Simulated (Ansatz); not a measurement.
Profile along the Al–O line in LaAlO3 (cubic perovskite)

LaAlO$_{3}$ (cubic perovskite)

```xyz
5
Lattice="3.8124 0.0000 0.0000 0.0000 3.8124 0.0000 0.0000 0.0000 3.8124" Properties=species:S:1:pos:R:3 pbc="T T T"
La     0.0000     0.0000     0.0000
Al     1.9062     1.9062     1.9062
O      0.0000     1.9062     1.9062
O      1.9062     1.9062     0.0000
O      1.9062     0.0000     1.9062
```

Fields along a shortest Al–O line of a {110} plane (1.91 Å), from Al to O, interpolated on the slice's grid (step about 0.2 Å). Level of theory: PBE (plane waves to 420 eV, PAW, scalar-relativistic; Ansatz, a program for electronic structure). k mesh 9×9×9. Inside the PAW spheres the values are not all-electron values, and peaks at nuclei hang on which shells count as valence. LaAlO3 is run without spin polarisation. LaAlO3 was relaxed with its symmetry unable to fall. This is a high-temperature form of LaAlO3.

```
distance from Al (Å)  valence electron density (e/Å³)  electron localisation function  density of the highest valence band (e/Å³)  density of the lowest conduction band (e/Å³)
--------------------  -------------------------------  ------------------------------  ------------------------------------------  --------------------------------------------
0.00                                             0.05                               x                                       0.000                                         0.000
0.19                                             0.05                               x                                       0.000                                         0.000
0.38                                             0.07                               x                                       0.001                                         0.000
0.57                                             0.15                            0.09                                       0.004                                         0.000
0.76                                             0.31                            0.53                                       0.010                                         0.000
0.95                                             0.57                            0.77                                       0.021                                         0.001
1.15                                             1.09                            0.84                                       0.045                                         0.002
1.34                                             2.36                            0.84                                       0.088                                         0.004
1.53                                             4.77                               x                                       0.112                                         0.008
1.72                                             6.93                               x                                       0.059                                         0.010
1.91                                             7.68                               x                                       0.007                                         0.010
```

x: too close to a nucleus for the ELF to mean much. Band densities are of whole bands, smooth part only.

Density on the Al–O line (1.91 Å) at its midpoint: 0.57 e/Å³. ELF at that point: 0.8. ELF maximum in the middle third of the Al–O line: 0.85, 1.2 Å from Al.
